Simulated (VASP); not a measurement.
# InP (F-43m) in VASP: a series of runs, part 2 of 2

VASP 6.6.1.

## (4) Band structure, PBE0

Input file POSCAR:

```
InP                                     
1.0
    0.0000000000      2.9393308168      2.9393308168
    2.9393308168      0.0000000000      2.9393308168
    2.9393308168      2.9393308168      0.0000000000
  In              P             
     1     1
Direct
     0.0000000000000000    0.0000000000000000    0.0000000000000000
     0.2500000000000000    0.2500000000000000    0.2500000000000000
```

Input file INCAR.step1:

```
SYSTEM = InP
PREC = Accurate ; ENCUT = 520
EDIFF = 1E-5 ; ISMEAR = 0
SIGMA = 0.03 ; LREAL = .False.
LASPH = .True. ; NELM = 80
ALGO = Normal ; ISIF = 2
LWAVE = .True. ; LCHARG = .False.
KPAR = 8 ; GGA = PE
```

Input file INCAR.step2:

```
SYSTEM = InP
PREC = Accurate ; ENCUT = 520
EDIFF = 1E-6 ; ISMEAR = 0
SIGMA = 0.03 ; LREAL = .False.
LASPH = .True. ; NELM = 80
ALGO = Normal ; ISIF = 2
LWAVE = .False. ; LCHARG = .False.
GGA = PE ; LHFCALC = .True.
AEXX = 0.25 ; PRECFOCK = Fast
HFRCUT = -1 ; KPAR = 8
ISTART = 1
```

Input file KPOINTS:

```
Automatic mesh
0
Gamma
  8 8 8
  0 0 0
```

Input file KPOINTS_OPT:

```
explicit points
6
Reciprocal
 0.0000000000  0.0000000000  0.0000000000 1
 0.3750000000  0.3750000000  0.7500000000 1
 0.5000000000  0.5000000000  0.5000000000 1
 0.6250000000  0.2500000000  0.6250000000 1
 0.5000000000  0.2500000000  0.7500000000 1
 0.5000000000  0.0000000000  0.5000000000 1
```

Potentials or basis: VASP PAW PBE potentials, release 64 (In_d, P).

On the command line:

```
> cat potpaw_PBE.64/In_d/POTCAR potpaw_PBE.64/P/POTCAR > POTCAR
> cp INCAR.step1 INCAR
> mpirun -np 8 vasp_std > vasp.out
> cp INCAR.step2 INCAR
> mpirun -np 8 vasp_std > vasp.out
```

OUTCAR:

```text
SYSTEM = InP
   PREC = Accurate
   ENCUT = 520
   EDIFF = 1E-6
   ISMEAR = 0
   LREAL = .False.
   LASPH = .True.
   NELM = 80
   ISIF = 2
   GGA = PE
   LHFCALC = .True.
   AEXX = 0.25
   PRECFOCK = Fast
   ISTART = 1

 ion  position               nearest neighbor table
   1  0.000  0.000  0.000-   2 2.55   2 2.55   2 2.55   2 2.55
   2  0.250  0.250  0.250-   1 2.55   1 2.55   1 2.55   1 2.55

  LATTYP: Found a face centered cubic cell.
 ALAT       =     5.8786616336

  Lattice vectors:

 A1 = (   0.0000000000,   2.9393308168,   2.9393308168)
 A2 = (   2.9393308168,   0.0000000000,   2.9393308168)
 A3 = (   2.9393308168,   2.9393308168,   0.0000000000)

Analysis of symmetry for initial positions (statically):
=====================================================================
 Subroutine PRICEL returns:
 Original cell was already a primitive cell.

 Routine SETGRP: Setting up the symmetry group for a
 face centered cubic supercell.

 Subroutine GETGRP returns: Found 24 space group operations
 (whereof 24 operations were pure point group operations)
 out of a pool of 48 trial point group operations.

The static configuration has the point symmetry T_d .
[... 183 lines left out ...]
      5     -11.4583      2.00000
      6      -8.4481      2.00000
      7       4.3422      2.00000
      8       4.3422      2.00000
      9       4.3422      2.00000
     10       6.3686      0.00000
     11       9.9299      0.00000
     12       9.9299      0.00000
     13       9.9299      0.00000
[... 354 lines left out ...]
  band No.  band energies     occupation
      1     -11.7429      2.00000
      2     -11.5672      2.00000
      3     -11.5486      2.00000
      4     -11.4645      2.00000
      5     -11.4472      2.00000
      6      -6.2593      2.00000
      7      -1.7431      2.00000
      8       1.3965      2.00000
      9       2.5492      2.00000
     10       9.0041      0.00000
     11       9.9554      0.00000
     12      11.9065      0.00000
     13      13.2133      0.00000

 [... further k-points ...]

------------------------ aborting loop because EDIFF is reached ----------------------------------------

  FORCE on cell =-STRESS in cart. coord.  units (eV):
  Direction    XX          YY          ZZ          XY          YZ          ZX
  --------------------------------------------------------------------------------------
  -------------------------------------------------------------------------------------
  Total        0.1352131      0.1352131      0.1352131     -0.0000000      0.0000000      0.0000000
  in kB        4.2653429      4.2653429      4.2653429     -0.0000000      0.0000000      0.0000000
  external PRESSURE =       4.2653429 kB  Pullay stress =       0.0000000 kB

 VOLUME and BASIS-vectors are now :
 -----------------------------------------------------------------------------
  energy-cutoff  :      520.00
  volume of cell :       50.79
      direct lattice vectors                 reciprocal lattice vectors
     0.000000000  2.939330817  2.939330817    -0.170106746  0.170106746  0.170106746
     2.939330817  0.000000000  2.939330817     0.170106746 -0.170106746  0.170106746
     2.939330817  2.939330817  0.000000000     0.170106746  0.170106746 -0.170106746

 POSITION                                       TOTAL-FORCE (eV/Angst)
 -----------------------------------------------------------------------------------
      0.00000      0.00000      0.00000         0.000000      0.000000     -0.000000
      1.46967      1.46967      1.46967        -0.000000     -0.000000      0.000000
 -----------------------------------------------------------------------------------
    total drift:                                0.000026      0.000021      0.000014

  FREE ENERGIE OF THE ION-ELECTRON SYSTEM (eV)
  ---------------------------------------------------
  free  energy   TOTEN  =       -10.8861735049 eV

  energy  without entropy=      -10.8861735049  energy(sigma->0) =      -10.88617350
```

OUTCAR.step1:

```text
SYSTEM = InP
   PREC = Accurate
   ENCUT = 520
   EDIFF = 1E-5
   ISMEAR = 0
   LREAL = .False.
   LASPH = .True.
[... 606 lines left out ...]
      0.00000      0.00000      0.00000         0.000000      0.000000      0.000000
      1.46967      1.46967      1.46967        -0.000000     -0.000000     -0.000000
 -----------------------------------------------------------------------------------
    total drift:                               -0.000000     -0.000000     -0.000000

  FREE ENERGIE OF THE ION-ELECTRON SYSTEM (eV)
  ---------------------------------------------------
  free  energy   TOTEN  =        -8.3893073149 eV

  energy  without entropy=       -8.3893073149  energy(sigma->0) =       -8.38930731
```

It took 15 min on 8 MPI ranks of Intel Xeon Platinum 8488C (Sapphire Rapids), shared host; peak memory 0.31 GiB.

What came out:

```
Free energy             : -10.8862 eV
Pressure                : 0.4 GPa
Band gap on the k mesh  : 2.03 eV, direct
Band gap along the path : 2.03 eV, direct
```

Caveat: the PAW data sets were made with another functional, which shifts forces and pressure a little; spin-orbit coupling is left out, which moves the levels of the heavy elements.

## (5) Summary

| level | screening parameter | exchange at q = 0 | gap on the mesh (eV) | pressure (GPa) |
| --- | --- | --- | --- | --- |
| PBE | - | - | 0.66 | 2.6 |
| HSE06 | 0.2 1/A | - | 1.45 | 0.6 |
| PBE0 | - | truncated | 2.03 | 0.4 |

Alike in all rows: task band structure; potentials or basis VASP PAW PBE potentials, release 64 (In_d, P); no spin polarisation; cell as given; k mesh 8 × 8 × 8; cutoff (eV) 520; smearing gaussian 0.03 eV.

On the cell as given the gap runs from 0.66 eV (PBE) to 2.03 eV (PBE0). The pressure there spans 0.4 GPa (PBE0) to 2.6 GPa (PBE); a positive pressure means that this level wants a larger cell, a negative one a smaller.

Caveats: spin-orbit coupling is left out, which moves the levels of the heavy elements; the PAW data sets were made with another functional, which shifts forces and pressure a little (some runs).

Absolute energies hang on the potentials; compare differences alone.

## (6) Against experiment

Step 2. Against the measured gap of InP, 1.4236 eV (direct; 1.6 K; a printed reference work, data compilation), the calculated 0.66 eV is off by -0.76 eV. Spin-orbit coupling on In is left out. The value is that of PBE, without temperature or zero-point motion. Semilocal functionals fall short of measured gaps as a rule.

Step 3. Against the measured gap of InP, 1.4236 eV (direct; 1.6 K; a printed reference work, data compilation), the calculated 1.45 eV is off by +0.03 eV. Spin-orbit coupling on In is left out. The value is that of HSE06, without temperature or zero-point motion.

Step 4. Measured gap of InP: 1.4236 eV (direct; 1.6 K; a printed reference work, data compilation). This calculation gives 2.03 eV (+0.60 eV). Spin-orbit coupling on In is left out. The value is that of PBE0, without temperature or zero-point motion.
